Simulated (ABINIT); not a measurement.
Al in ABINIT: convergence with tolvrs

Input of the first run (tolvrs 0.01); the others differ in this setting and in those tied to it:

run.abi

```
# Pseudopotentials
pp_dirpath "./"
pseudos "Al.upf"

# Structure
acell 3*1.0
rprim
     8.4878938614     0.0000000000     0.0000000000
    -4.2439469307     7.3507322686     0.0000000000
     0.0000000000     0.0000000000     5.1449683469
ntypat 1
znucl 13
natom 2
typat 1 1
xred
     0.3333300000     0.6666700000     0.0000000000
     0.6666700000     0.3333300000     0.0000000000

# Plane-wave basis
ecut 544.227725 eV

# k points
kptopt 1
ngkpt 7 7 10
nshiftk 1
shiftk 0.0 0.0 0.0

# Exchange and correlation
ixc 11

# Bands and occupations
nband 7
occopt 4
tsmear 0.1 eV

# SCF cycle
nstep 100
tolvrs 0.01

# Output
iomode 3
prtwf 0
prtden 0
prteig 0
prtebands 0
enunit 1
```

Potentials or basis: PseudoDojo NC SR PBE v0.4.1 standard.

The run is started by

```console
$ abinit run.abi > log 2>&1
```

The cell was built by a generator and needn't be a form met in nature.

Hardware: 1 thread of Arm Neoverse V2, on a shared host.

| tolvrs | energy less the tightest run (meV/atom) | SCF cycles | CPU time (s) | peak memory (GiB) |
| --- | --- | --- | --- | --- |
| 0.01 | 0.00 | 3 | 9.8 | 0.07 |
| 0.001 | 0.00 | 4 | 12 | 0.07 |
| 0.0001 | 0.00 | 4 | 12 | 0.07 |
| 1e-05 | 0.00 | 5 | 13 | 0.07 |
| 1e-06 | 0.00 | 6 | 15 | 0.07 |
| 1e-08 | 0.00 | 8 | 18 | 0.07 |
| 1e-10 | 0.00 | 9 | 20 | 0.07 |
| 1e-13 | 0.00 | 10 | 22 | 0.07 |

Against the tightest run, the energy stays within 1 meV/atom from 0.01 on. The tightest run that finished is the yardstick and may itself not be fully converged.
